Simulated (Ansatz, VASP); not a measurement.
CdTe: VASP beside Ansatz

```
Te Cd
1.0
     0.00000    3.16168    3.16168
     3.16168    0.00000    3.16168
     3.16168    3.16168    0.00000
Te Cd
1 1
Direct
  0.75000 0.75000 0.75000
  0.00000 0.00000 0.00000
```

Change from the starting cell: volume scaled by 0.96.

Alike in both runs: task single point; functional PBE; k mesh 7 × 7 × 7; occupations fermi-dirac, width 0.05 eV; no spin polarisation.

|  | VASP | Ansatz |
| --- | --- | --- |
| version | VASP 6.6.1 | Ansatz 0.2.0 |
| potentials or method | VASP PAW PBE potentials, release 64 (Te, Cd), cutoff 520 eV | all-electron LAPW, scalar-relativistic |

```csv
,VASP,Ansatz,Ansatz less VASP
gap on the k mesh at the Fermi level (eV),1.00,1.00,-0.003
least direct gap on the mesh (eV),1.00,1.00,-0.003
pressure (GPa),6.8,6.7,-0.16
```

Ansatz ran all-electron here, so the differences hold the error of VASP's frozen core and of both bases.

Caveats: spin-orbit coupling is left out, which moves the levels of the heavy elements.
